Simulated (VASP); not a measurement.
# How a change of volume changes GaN (F-43m)

Strain engineering needs slopes: what does a change of volume do to the lattice and the band edges of GaN?

Program: VASP 6.6.1. Level of theory: LDA; plane waves and PAW (Ga_d, N); cell typed or built by script, in the first sound run; inputs show where later runs differ. Results are calculated unless marked as measured.

## 1. The starting structure

Symmetry: F-43m, No. 216, cubic system. The conventional cell has a = 4.500 Å, b = 4.500 Å, c = 4.500 Å, α = 90.00°, β = 90.00°, γ = 90.00°. Nearest to Ga lie 4 N at 1.95 Å. N has 4 Ga at 1.95 Å nearest. Farther neighbours and most contacts between anions are not listed.

## 2. Relax the crystal, LDA

The series starts from the cell that this level prefers, so that zero strain is near zero stress.

This step took 2 runs in a row; the last is shown.

Level: LDA; plane waves and PAW (Ga_d, N); cell typed or built by script.

File INCAR:

```
SYSTEM = GaN
PREC = Accurate
ENCUT = 600
EDIFF = 1E-07
NELM = 120
ISMEAR = 0
SIGMA = 0.02
LREAL = .FALSE.
ALGO = Normal
GGA = CA
NBANDS = 15
LASPH = .TRUE.
LORBIT = 11
LWAVE = .FALSE.
LCHARG = .FALSE.
KPAR = 12
IBRION = 2
NSW = 40
ISIF = 3
EDIFFG = -0.005
POTIM = 0.4
```

File POSCAR:

```
GaN
1.0
    0.0000000000      2.2313343091      2.2313343091
    2.2313343091      0.0000000000      2.2313343091
    2.2313343091      2.2313343091      0.0000000000
Ga N
1 1
Direct
    0.0000000000      0.0000000000      0.0000000000
    0.2500000000      0.2500000000      0.2500000000
```

File KPOINTS:

```
Automatic mesh
0
Gamma
11 11 11
0 0 0
```

The projector-augmented-wave data sets are Ga_d and N (LDA family, release 64).

Started as:

```sh
mpirun -np 12 vasp_std
```

Log:

```text
[banner, memory and clock lines left out]
running   12 mpi-ranks, on    1 nodes
[...]
|                                                                             |
|           W    W    AA    RRRRR   N    N  II  N    N   GGGG   !!!           |
|           W    W   A  A   R    R  NN   N  II  NN   N  G    G  !!!           |
|           W    W  A    A  R    R  N N  N  II  N N  N  G       !!!           |
|           W WW W  AAAAAA  RRRRR   N  N N  II  N  N N  G  GGG   !            |
|           WW  WW  A    A  R   R   N   NN  II  N   NN  G    G                |
|           W    W  A    A  R    R  N    N  II  N    N   GGGG   !!!           |
|                                                                             |
|     For optimal performance we recommend to set                             |
|       NCORE = 2 up to number-of-cores-per-socket                            |
|     NCORE specifies how many cores store one orbital (NPAR=cpu/NCORE).      |
|     This setting can greatly improve the performance of VASP for DFT.       |
[...]
|     Unfortunately you need to use the default for GW and RPA                |
|     calculations (for HF NCORE is supported but not extensively tested      |
|     yet).                                                                   |
|                                                                             |

 LDA part: xc-table for (Slater(with rela. corr.)+CA(PZ))
 , standard interpolation
 POSCAR, INCAR and KPOINTS ok, starting setup
[...]
entering main loop
       N       E                     dE             d eps       ncg     rms          rms(c)
DAV:   1     0.857532580153E+02    0.85753E+02   -0.10353E+04  1880   0.234E+03
DAV:   2    -0.962955588987E+01   -0.95383E+02   -0.88750E+02  1925   0.361E+02
DAV:   3    -0.159400123772E+02   -0.63105E+01   -0.62836E+01  1827   0.774E+01
DAV:   4    -0.160128846994E+02   -0.72872E-01   -0.72858E-01  2165   0.873E+00
[...]
DAV:  11    -0.139446167820E+02    0.68215E-04   -0.22576E-04  2527   0.281E-01    0.128E-02
DAV:  12    -0.139446187308E+02   -0.19488E-05   -0.17683E-05  1939   0.487E-02    0.284E-03
DAV:  13    -0.139446186893E+02    0.41504E-07   -0.66328E-07  2552   0.156E-02
   1 F= -.13944619E+02 E0= -.13944619E+02  d E =-.139446E+02
[...]
reached required accuracy - stopping structural energy minimisation
```

Run time: 4.6 s. Hardware: 12 MPI ranks of Intel Xeon 6975P-C (Granite Rapids), shared host; peak memory 1.9 GiB.

The logs omit lines about the potential files and the build; timing stands in the text.

Parts of OUTCAR (step 2):

```text
  Total        0.0013547      0.0013547      0.0013547      0.0000000      0.0000000      0.0000000
  in kB        0.0976821      0.0976821      0.0976821      0.0000000      0.0000000      0.0000000
  external PRESSURE =       0.0976821 kB  Pullay stress =       0.0000000 kB

 POSITION                                       TOTAL-FORCE (eV/Angst)
 -----------------------------------------------------------------------------------
      0.00000      0.00000      0.00000         0.000000      0.000000      0.000000
      1.11567      1.11567      1.11567        -0.000000     -0.000000     -0.000000
 -----------------------------------------------------------------------------------
    total drift:                               -0.000000     -0.000000      0.000000

  FREE ENERGIE OF THE ION-ELECTRON SYSTEM (eV)
  ---------------------------------------------------
  free  energy   TOTEN  =       -13.9446186893 eV

  energy  without entropy=      -13.9446186893  energy(sigma->0) =      -13.94461869

 reached required accuracy - stopping structural energy minimisation

[... 3 further parts left out ...]
[key lines of the parts left out:]
E-fermi :   5.4486
```

This run gave:

* energy(sigma→0) of the program: -13.9446 eV
* stress, compression positive: xx, yy, zz 0.01, 0.01, 0.01 GPa
* volume: 22.219 Å³
* ionic steps: 1

## 3. Relax at fixed volume, LDA

One member in full: the volume is scaled by 1.03, and the cell is held.

Level: LDA; plane waves and PAW (Ga_d, N); cell typed or built by script.

Changes to INCAR since step 2:

```diff
@@ -15,7 +15,8 @@
 LCHARG = .FALSE.
-KPAR = 12
+KPAR = 3
 IBRION = 2
 NSW = 40
-ISIF = 3
-EDIFFG = -0.005
+ISIF = 2
+EDIFFG = -0.004
 POTIM = 0.4
+MAXMIX = 40
```

File POSCAR:

```
GaN
1.0
    0.0000000000      2.2534281649      2.2534281649
    2.2534281649      0.0000000000      2.2534281649
    2.2534281649      2.2534281649      0.0000000000
Ga N
1 1
Direct
    0.0000000000      0.0000000000      0.0000000000
    0.2500000000      0.2500000000      0.2500000000
```

KPOINTS is that of step 2.

Started as:

```sh
mpirun -np 3 vasp_std
```

Log:

```text
[banner, memory and clock lines left out]
running    3 mpi-ranks, on    1 nodes
[...]
LDA part: xc-table for (Slater(with rela. corr.)+CA(PZ))
 , standard interpolation
 POSCAR, INCAR and KPOINTS ok, starting setup
[...]
entering main loop
       N       E                     dE             d eps       ncg     rms          rms(c)
DAV:   1     0.833884592408E+02    0.83388E+02   -0.10297E+04  1904   0.232E+03
DAV:   2    -0.100683901523E+02   -0.93457E+02   -0.86879E+02  1939   0.351E+02
DAV:   3    -0.158784950057E+02   -0.58101E+01   -0.57895E+01  1869   0.744E+01
DAV:   4    -0.159438482830E+02   -0.65353E-01   -0.65341E-01  2130   0.837E+00
[...]
DAV:  11    -0.139334627144E+02    0.88801E-04   -0.28005E-04  2555   0.325E-01    0.248E-02
DAV:  12    -0.139334645570E+02   -0.18426E-05   -0.19077E-05  1939   0.476E-02    0.997E-03
DAV:  13    -0.139334644642E+02    0.92755E-07   -0.77890E-07  2556   0.128E-02
   1 F= -.13933464E+02 E0= -.13933464E+02  d E =-.139335E+02
[...]
reached required accuracy - stopping structural energy minimisation
```

Elapsed: 6.6 s, on 3 MPI ranks; peak memory 0.43 GiB.

Parts of OUTCAR (step 3):

```text
  Total       -0.7963333     -0.7963333     -0.7963333      0.0000000      0.0000000      0.0000000
  in kB      -55.7499280    -55.7499280    -55.7499280      0.0000000      0.0000000      0.0000000
  external PRESSURE =     -55.7499280 kB  Pullay stress =       0.0000000 kB

 POSITION                                       TOTAL-FORCE (eV/Angst)
 -----------------------------------------------------------------------------------
      0.00000      0.00000      0.00000         0.000000      0.000000      0.000000
      1.12671      1.12671      1.12671        -0.000000     -0.000000     -0.000000
 -----------------------------------------------------------------------------------
    total drift:                                0.000000      0.000000      0.000000

  FREE ENERGIE OF THE ION-ELECTRON SYSTEM (eV)
  ---------------------------------------------------
  free  energy   TOTEN  =       -13.9334644642 eV

  energy  without entropy=      -13.9334644642  energy(sigma->0) =      -13.93346446

[... 2 parts as in an earlier step ...]

[... 2 further parts left out ...]
[key lines of the parts left out:]
E-fermi :   5.1755
```

This run gave:

* energy(sigma→0) of the program: -13.9335 eV
* stress, compression positive: xx, yy, zz -5.57, -5.57, -5.57 GPa
* ionic steps: 1

## 4. Band edges, TB-mBJ with spin-orbit coupling

Short lines in KPOINTS_OPT sample the zone centre, for masses, and the other valleys.

Level: TB-mBJ, spin-orbit coupling; plane waves and PAW (Ga_d, N); cell typed or built by script.

TB-mBJ has no energy functional, so the total energy, stress and pressure in this output mean nothing.

File INCAR:

```
SYSTEM = GaN
PREC = Accurate
ENCUT = 600
EDIFF = 1E-06
NELM = 150
ISMEAR = 0
SIGMA = 0.02
LREAL = .FALSE.
ALGO = Normal
METAGGA = MBJ
LASPH = .TRUE.
LNONCOLLINEAR = .TRUE.
MAGMOM = 0 0 0 0 0 0
NBANDS = 28
GGA_COMPAT = .FALSE.
LSORBIT = .TRUE.
LWAVE = .FALSE.
LCHARG = .FALSE.
KPAR = 3
```

POSCAR is that of step 3.

File KPOINTS:

```
Automatic mesh
0
Gamma
9 9 9
0 0 0
```

File KPOINTS_OPT:

```
Line mode
6
Line-mode
Reciprocal
  0.00000000   0.00000000   0.00000000
  0.01793221   0.01793221   0.00000000

  0.00000000   0.00000000   0.00000000
 -0.00000000  -0.01793221  -0.01793221

  0.31000000   0.31000000   0.00000000
  0.50000000   0.50000000   0.00000000

  0.00000000   0.31000000   0.31000000
  0.00000000   0.50000000   0.50000000

  0.45000000   0.45000000   0.45000000
  0.50000000   0.50000000   0.50000000

  0.45000000   0.00000000   0.00000000
  0.50000000   0.00000000   0.00000000

  0.42500000   0.42500000   0.00000000
  0.42500000   0.44293221   0.01793221

  0.50000000   0.50000000   0.50000000
  0.48732001   0.51267999   0.50000000
```

Started as:

```sh
mpirun -np 3 vasp_ncl
```

Log:

```text
[banner, memory and clock lines left out]
running    3 mpi-ranks, on    1 nodes
[...]
|                                                                             |
|               ----> ADVICE to this user running VASP <----                  |
|                                                                             |
|     You enforced a specific xc type in the INCAR file but a different       |
|     [... a line on the potential file left out ...]
|     I HOPE YOU KNOW WHAT YOU ARE DOING!                                     |
|                                                                             |

 LDA part: xc-table for (None), standard interpolation
 POSCAR, INCAR and KPOINTS ok, starting setup
[...]
entering main loop
       N       E                     dE             d eps       ncg     rms          rms(c)
DAV:   1     0.128357579454E+03    0.12836E+03   -0.94065E+03  3612   0.251E+03
DAV:   2    -0.135423159033E+02   -0.14190E+03   -0.13076E+03  3216   0.499E+02
DAV:   3    -0.330534966426E+02   -0.19511E+02   -0.19152E+02  3604   0.142E+02
DAV:   4    -0.336962635701E+02   -0.64277E+00   -0.64064E+00  3428   0.270E+01
[...]
DAV:  51    -0.294676071641E+02   -0.88095E-05   -0.14065E-11  1596   0.566E-05    0.386E-06
DAV:  52    -0.294676054363E+02    0.17279E-05   -0.49737E-12  1604   0.460E-05    0.948E-06
DAV:  53    -0.294676057466E+02   -0.31035E-06   -0.22432E-12  1596   0.229E-05
   1 F= -.29467606E+02 E0= -.29467606E+02  d E =-.233298E-28  mag=    -0.0000    -0.0000    -0.0000
 Start KPOINTS_OPT (optional k-point list driver)
k-point batch [1-48\48]
       N       E                     dE             ncg
DAV:   1     0.418971700165E+04   -0.21642E+05     3196
DAV:   2    -0.248838211603E+04   -0.66781E+04     2872
DAV:   3    -0.329206820527E+04   -0.80369E+03     3124
DAV:   4    -0.331541994967E+04   -0.23352E+02     3028
DAV:   5    -0.331584271561E+04   -0.42277E+00     3160
DAV:   6    -0.331585840517E+04   -0.15690E-01     3600
DAV:   7    -0.331585864721E+04   -0.24205E-03     3296
DAV:   8    -0.331585865158E+04   -0.43623E-05     2380
DAV:   9    -0.331585865177E+04   -0.19556E-06     1820
```

Elapsed: 3.3 min, on 3 MPI ranks; peak memory 1 GiB.

Parts of OUTCAR (step 4):

```text
  LATTYP: Found a face centered cubic cell.
 ALAT       =     4.5068563298

 Subroutine GETGRP returns: Found 24 space group operations
 (whereof 24 operations were pure point group operations)

The static configuration has the point symmetry T_d .

 Found     55 irreducible k-points:

   k-points           NKPTS =     55   k-points in BZ     NKDIM =     55   number of bands    NBANDS=     28

   dimension x,y,z NGX =    28 NGY =   28 NGZ =   28
   dimension x,y,z NGXF=    56 NGYF=   56 NGZF=   56

   ENCUT  =  600.0 eV  44.10 Ry    6.64 a.u.   6.36  6.36  6.36*2*pi/ulx,y,z

   NELECT =      18.0000    total number of electrons

 E-fermi :   5.9629

 k-point     1 :       0.0000    0.0000    0.0000
  band No.  band energies     occupation
    ...
     14       5.8070      1.00000
     15       5.8138      1.00000
     16       5.8138      1.00000
     17       5.8138      1.00000
     18       5.8138      1.00000
     19       8.6759      0.00000
     20       8.6759      0.00000
     21      17.3116      0.00000
     22      17.3116      0.00000
     23      17.6336      0.00000
    ...

 k-point     2 :       0.1111    0.0000    0.0000
  band No.  band energies     occupation
    ...
     14       4.7250      1.00000
     15       5.6896      1.00000
     16       5.6896      1.00000
     17       5.6924      1.00000
     18       5.6999      1.00000
     19       9.5397      0.00000
     20       9.5397      0.00000
     21      16.9111      0.00000
     22      16.9111      0.00000
     23      17.6465      0.00000
    ...

  Total     -113.4489155   -113.4489155   -113.4489155     -0.0000000      0.0000000     -0.0000000
  in kB    -7942.3638913  -7942.3638913  -7942.3638913     -0.0000000      0.0000000     -0.0000000
  external PRESSURE =   -7942.3638913 kB  Pullay stress =       0.0000000 kB

 POSITION                                       TOTAL-FORCE (eV/Angst)
 -----------------------------------------------------------------------------------
      0.00000      0.00000      0.00000        -0.000000      0.000000     -0.000000
      1.12671      1.12671      1.12671         0.000000     -0.000000      0.000000
 -----------------------------------------------------------------------------------
    total drift:                                0.000001      0.000001      0.000001

  FREE ENERGIE OF THE ION-ELECTRON SYSTEM (eV)
  ---------------------------------------------------
  free  energy   TOTEN  =       -29.4676057466 eV

  energy  without entropy=      -29.4676057466  energy(sigma->0) =      -29.46760575

 Spin-Orbit-Coupling matrix elements
 Ion:    1  E_soc:     -0.0095718
 Ion:    2  E_soc:     -0.0000805

[... 1 part as in an earlier step ...]

[... 7 further parts left out ...]
```

(Continued in part 2 of 2.)

[Lines on the potential files, build, host, timing and source positions are cut from VASP's logs without a mark.]

[Logs are printed without paths, hosts, clocks, repeated set-up lines and the standing remarks that a program may print on its own settings, such as how far it seeks lower states.]

[Hosts, paths, dates, database ids (printed as entryN), source tags and the programs' standing remarks are cut or masked in the printed files.]

[In band tables of VASP the shares of atoms and orbitals are scaled to a sum of 1 inside the atoms' spheres.]
